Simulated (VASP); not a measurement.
Input of a VASP 6.6.1 run:

File INCAR:

```
SYSTEM = ZrH
  PREC = Normal
  ENCUT = 520
  EDIFF = 1E-4
  ISMEAR = 0
  SIGMA = 0.15
  LREAL = .False.
  LASPH = .True.
  NELM = 60
  ALGO = Fast
  ISIF = 3
  LWAVE = .False.
  LCHARG = .False.
  GGA = PE
  IBRION = 2
  NSW = 24
  EDIFFG = -0.08
```

The input KPOINTS:

```
Automatic mesh
0
Gamma
  6 6 5
  0 0 0
```

Contents of POSCAR:

```
ZrH
1.0
    3.2100000000      0.0000000000      0.0000000000
    0.0000000000      3.2100000000      0.0000000000
    0.0000000000      0.0000000000      4.5400000000
Zr H
2 2
Direct
    0.5000000000      0.0000000000      0.7500000000
    0.0000000000      0.5000000000      0.2500000000
    0.5000000000      0.5000000000      0.0000000000
    0.0000000000      0.0000000000      0.0000000000
```

Potentials or basis: VASP PAW PBE potentials, release 64 (Zr_sv, H).

The run is started by

```sh
$ cat potpaw_PBE.64/Zr_sv/POTCAR potpaw_PBE.64/H/POTCAR > POTCAR
$ mpirun -np 1 vasp_std > vasp.out
```

What does it give for the space group after relaxing (to 0.05 Å)?

P4/nmm (No. 129).

What does it give for the relaxed volume?

13.18 Å³/atom.

Estimate the relaxed cell.

a = 3.254 Å, b = 3.254 Å, c = 4.979 Å, α = 90.00°, β = 90.00°, γ = 90.00°.

Final structure:
```cif
data_structure
_symmetry_space_group_name_H-M 'P 1'
_symmetry_Int_Tables_number 1
_cell_length_a 3.2536
_cell_length_b 3.2536
_cell_length_c 4.9787
_cell_angle_alpha 90.000
_cell_angle_beta 90.000
_cell_angle_gamma 90.000
_cell_volume 52.70
loop_
_atom_site_label
_atom_site_type_symbol
_atom_site_fract_x
_atom_site_fract_y
_atom_site_fract_z
_atom_site_occupancy
Zr1 Zr 0.50000 0.00000 0.72881 1
Zr2 Zr 0.00000 0.50000 0.27119 1
H1 H 0.50000 0.50000 0.00000 1
H2 H 0.00000 0.00000 0.00000 1
```
